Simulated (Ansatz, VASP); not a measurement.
# Al2O3 (Al2O3 (0001), 4 units) in two plane-wave programs, part 3 of 3

Wanted: the spread between two codes on one cell, functional and k mesh. Of the first pair: The structure shown is the start of the Ansatz relaxation below; VASP solves that cell, so the two are compared at the walk's first step.

VASP 6.6.1 and Ansatz 0.2.0.

So far. Step 4 (Differences): The forces differ by 8.8 meV/Å r.m.s., which is 0.6 % of the r.m.s. force of 1.467 eV/Å (both taken over all components). With vacuum in the cell, a pressure given here is an average over mostly empty space and none of the material.

## Step 5: Ansatz: relaxation, PBE

Level of this step: Ansatz beside VASP: Kohn-Sham DFT, plane waves, PBE (Ansatz).

This run makes the geometry at which the two programs are then compared.

The structure compared here is the end of the Ansatz relaxation.

input.yaml

```yaml
crystal:
  lattice:
    - [4.759, 0.0, 0.0]
    - [-2.3795, 4.1214149, 0.0]
    - [0.0, 0.0, 26.17504]
  atoms:
    - { symbol: Al, position: [0.66666667, 0.33333333, 0.3438390161] }
    - { symbol: O, position: [0.306, 0.0, 0.3759314217] }
    - { symbol: O, position: [0.0, 0.306, 0.3759314217] }
    - { symbol: O, position: [0.694, 0.694, 0.3759314217] }
    - { symbol: Al, position: [0.33333333, 0.66666667, 0.4080238273] }
    - { symbol: Al, position: [0.0, 0.0, 0.4265514016] }
    - { symbol: O, position: [0.02733333, 0.66666667, 0.4586438072] }
    - { symbol: O, position: [0.33333333, 0.36066667, 0.4586438072] }
    - { symbol: O, position: [0.63933333, 0.97266667, 0.4586438072] }
    - { symbol: Al, position: [0.66666667, 0.33333333, 0.4907362128] }
    - { symbol: Al, position: [0.33333333, 0.66666667, 0.5092637872] }
    - { symbol: O, position: [0.97266667, 0.33333333, 0.5413561928] }
    - { symbol: O, position: [0.66666667, 0.63933333, 0.5413561928] }
    - { symbol: O, position: [0.36066667, 0.02733333, 0.5413561928] }
    - { symbol: Al, position: [0.0, 0.0, 0.5734485984] }
    - { symbol: Al, position: [0.66666667, 0.33333333, 0.5919761727] }
    - { symbol: O, position: [0.694, 0.0, 0.6240685783] }
    - { symbol: O, position: [0.0, 0.694, 0.6240685783] }
    - { symbol: O, position: [0.306, 0.306, 0.6240685783] }
    - { symbol: Al, position: [0.33333333, 0.66666667, 0.6561609839] }
  periodic: [true, true, false]
kpoints:
  mp_grid: { grid: [9, 9, 1] }
hamiltonian:
  xc: pbe
  pseudopotentials: { kind: paw, azcp: { folder: soft_1 } }
scf:
  occupations: { method: fermi_dirac, width: 0.05 }
relax:
  f_tol: 0.01
  max_steps: 90
  cell: {}
```

The run is started by

```sh
> ansatz run input.yaml --threads 4 --pin off --max-ram 8192MiB --backend cpu --events-out ev --progress --plain --runs-dir out
```

Numbers of over 12 decimals in the logs are rounded to 6 here.

What it wrote:

```text
[...]
SCF iter   2: F=—  HF=-11135.677885 eV  |F-HF|=—  |Δ(HF+E_count)|=   5.20e-5  Δρ=4.90e-5  dr2=1.26e-5  ethr=1.85e-7  ⟨swp⟩=2.5  Hψ=1714  notcnv=0  defer=1
[...]
- { symbol: O, position: [0.662140, 0.642229, 0.353544] }
    - { symbol: O, position: [0.357771, 0.019910, 0.353544] }
    - { symbol: Al, position: [0, 0, 0.378745] }
    - { symbol: Al, position: [0.666667, 0.333333, 0.386320] }
    - { symbol: O, position: [0.689437, 0.012202, 0.406803] }
    - { symbol: O, position: [-0.012202, 0.677235, 0.406803] }
    - { symbol: O, position: [0.322765, 0.310563, 0.406803] }
    - { symbol: Al, position: [0.333333, 0.666667, 0.407442] }
[key lines of the parts left out:]
SCF converged after 6 iterations
Free energy (F): -11135.678729 eV
Fermi energy:    -4.348897 eV
P = ½ c Tr σ = 0.0049 N/m
```

## Step 6: VASP: single point, PBE, relaxed cell, pair 2

The same cell, functional, mesh and smearing now go to VASP, with its own data sets.

INCAR

```
SYSTEM = Al2O3
PREC = Accurate
ENCUT = 520
EDIFF = 1E-06
NELM = 120
ISMEAR = -1
SIGMA = 0.05
LREAL = .FALSE.
ALGO = Normal
GGA = PE
NBANDS = 68
LORBIT = 11
LWAVE = .FALSE.
LCHARG = .FALSE.
ISIF = 2
LDIPOL = .TRUE.
IDIPOL = 3
DIPOL = 0.5 0.5 0.326
LVHAR = .TRUE.
LASPH = .TRUE.
GGA_COMPAT = .FALSE.
EFERMI = MIDGAP
NELMDL = -8
KPAR = 4
```

POSCAR

```
Al2O3
1.0
    4.8953907979      0.0000000000      0.0000000000
   -2.4476953990      4.2395327925      0.0000000000
    0.0000000000      0.0000000000     40.1500800001
Al O
8 12
Direct
    0.6666666668      0.3333333334      0.2444876605
    0.3333333334      0.6666666668      0.2656100638
    0.0000000001      0.0000000001      0.2731851180
    0.6666666668      0.3333333334      0.3211473783
    0.3333333334      0.6666666668      0.3307825805
    0.0000000001      0.0000000001      0.3787448409
    0.6666666668      0.3333333334      0.3863198950
    0.3333333334      0.6666666668      0.4074422983
    0.3105627858      0.9877975125      0.2451265012
    0.0122024877      0.3227652734      0.2451265012
    0.6772347268      0.6894372144      0.2451265012
    0.0199104118      0.6621397316      0.2983864079
    0.3378602686      0.3577706802      0.2983864079
    0.6422293200      0.9800895884      0.2983864079
    0.9800895884      0.3378602686      0.3535435509
    0.6621397316      0.6422293200      0.3535435509
    0.3577706802      0.0199104118      0.3535435509
    0.6894372144      0.0122024877      0.4068034576
    0.9877975125      0.6772347268      0.4068034576
    0.3227652734      0.3105627858      0.4068034576
```

KPOINTS

```
Automatic mesh
0
Gamma
9 9 1
0 0 0
```

Potentials, in the order of the species: Al and O (PBE family, release 64).

The run is started by

```sh
> mpirun -np 4 vasp_std
```

What it wrote:

```text
[banner, memory and clock lines left out]
running    4 mpi-ranks, on    1 nodes
[...]
[... a notice as in an earlier step ...]

 LDA part: xc-table for (Slater+PW92), standard interpolation
 POSCAR, INCAR and KPOINTS ok, starting setup
[...]
entering main loop
       N       E                     dE             d eps       ncg     rms          rms(c)
DAV:   1     0.985614954616E+03    0.98561E+03   -0.37875E+04  2216   0.109E+03
DAV:   2     0.232904800578E+02   -0.96232E+03   -0.91717E+03  2984   0.283E+02
DAV:   3    -0.160067405125E+03   -0.18336E+03   -0.18224E+03  2512   0.132E+02
DAV:   4    -0.165050170196E+03   -0.49828E+01   -0.49675E+01  2520   0.265E+01
[...]
DAV:  28    -0.145955095746E+03   -0.22550E-05   -0.37544E-08  1632   0.121E-03    0.457E-04
DAV:  29    -0.145955097557E+03   -0.18107E-05   -0.14873E-07  1452   0.203E-03    0.689E-04
DAV:  30    -0.145955097868E+03   -0.31122E-06   -0.31024E-08  1608   0.120E-03
   1 F= -.14595510E+03 E0= -.14595510E+03  d E =-.139464E-21
```

OUTCAR, selected parts (step 6):

```text
  Total        0.1306532      0.1306532     -0.2153671     -0.0000001      0.0000000      0.0000000
  in kB        0.2512111      0.2512111     -0.4140932     -0.0000001      0.0000000      0.0000000
  external PRESSURE =       0.0294430 kB  Pullay stress =       0.0000000 kB

 POSITION                                       TOTAL-FORCE (eV/Angst)
 -----------------------------------------------------------------------------------
      2.44770      1.41318      9.81620        -0.000000      0.000000     -0.036879
     -0.00000      2.82636     10.66427        -0.000000      0.000000     -0.027914
      0.00000      0.00000     10.96840        -0.000000      0.000000     -0.018518
      2.44770      1.41318     12.89409        -0.000000      0.000000     -0.007523
     -0.00000      2.82636     13.28095        -0.000000      0.000000      0.007523
      0.00000      0.00000     15.20664        -0.000000      0.000000      0.018518
      2.44770      1.41318     15.51077        -0.000000      0.000000      0.027914
     -0.00000      2.82636     16.35884        -0.000000      0.000000      0.036879
     -0.89750      4.18780      9.84185        -0.007214     -0.012501      0.019821
     -0.73030      1.36837      9.84185         0.014433      0.000003      0.019821
      1.62780      2.92289      9.84185        -0.007220      0.012498      0.019821
     -1.52325      2.80716     11.98024        -0.000633      0.000215      0.001663
      0.77824      1.51678     11.98024         0.000130     -0.000656      0.001663
      0.74500      4.15512     11.98024         0.000503      0.000440      0.001663
[...]
-----------------------------------------------------------------------------------
    total drift:                               -0.000004     -0.000006      0.000037

  FREE ENERGIE OF THE ION-ELECTRON SYSTEM (eV)
  ---------------------------------------------------
  free  energy   TOTEN  =      -145.9550978683 eV

  energy  without entropy=     -145.9550978683  energy(sigma->0) =     -145.95509787

[... 1 part as in an earlier step ...]

[... 2 further parts left out ...]
[key lines of the parts left out:]
E-fermi :  -1.8233
```

## Step 7: Differences

The two programs side by side:

| quantity | Ansatz | VASP | difference |
| --- | --- | --- | --- |
| gap on the k mesh (eV) | 4.750 | 4.749 | +0.001 |

At this near-relaxed geometry the largest component of a force difference is 38 meV/Å. A gap on the mesh is an upper bound, since the band edges may lie between its points. With vacuum in the cell, a pressure given here is an average over mostly empty space and none of the material.

## Step 8: Summary of results

- r.m.s. force difference (single point, PBE, start cell, pair 1): 0.60 % of the r.m.s. force
- r.m.s. force difference (single point, PBE, relaxed cell, pair 2): 12 meV/Å

The r.m.s. force difference is 12 meV/Å (single point, PBE, relaxed cell, pair 2), at about the 12 meV/Å picked in this series as the mark of a large difference. What causes the difference of the single point, PBE, relaxed cell, pair 2 pair stays open here. How closely two codes agree says nothing of how well the functional describes the real material.

[Lines on the potential files, build, host, timing and source positions are cut from VASP's logs without a mark.]

[Logs are printed without paths, hosts, clocks, repeated set-up lines and the standing remarks that a program may print on its own settings, such as how far it seeks lower states.]

[Hosts, paths, dates, database ids (printed as entryN), source tags and the programs' standing remarks are cut or masked in the printed files.]
